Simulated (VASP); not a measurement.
MnO:

```
CELL_PARAMETERS angstrom
-1.48474 2.57165 2.89807
2.96949 0.00000 2.89807
1.48474 2.57165 0.00000
ATOMIC_POSITIONS crystal
Mn 0.00000 0.00000 0.00000
Mn 0.50000 0.50000 0.50000
O 0.08333 0.41667 0.25000
O 0.58333 0.91667 0.75000
```

Measurements of this composition are mostly on another form, of space group No. 225.

Base run:

- Program: VASP 6.6.1
- Functional: PBE
- Potentials or basis: VASP PAW PBE potentials, release 64 (Mn_pv, O)
- Cutoff: 520 eV
- k mesh: 7 × 7 × 7
- Occupations: gaussian, width 0.05 eV
- Spin: collinear spin, antiferromagnetic start
- Starting moments: [4.0, -4.0, 0.0, 0.0] μB
- Hubbard terms: Mn d U = 6 eV

Its results: band gap on the k mesh 1.02 eV; pressure 4.7 GPa; net moment 0.00 μB per cell; site moments Mn +4.63, -4.63; O +0.00 μB; largest force 0.042 eV/Å.

Task: The run is repeated on the same cell with these changes: hubbard terms from Mn d U = 6 eV to Mn d U = 2 eV. What comes out?

Result: Band gap on the k mesh 0.42 eV; pressure -1.3 GPa; net moment 0.00 μB per cell; site moments Mn +4.43, -4.43; O +0.00 μB; largest force 0.112 eV/Å.

Caveats: an odd mesh through Γ misses points on the zone boundary, where band edges often lie.
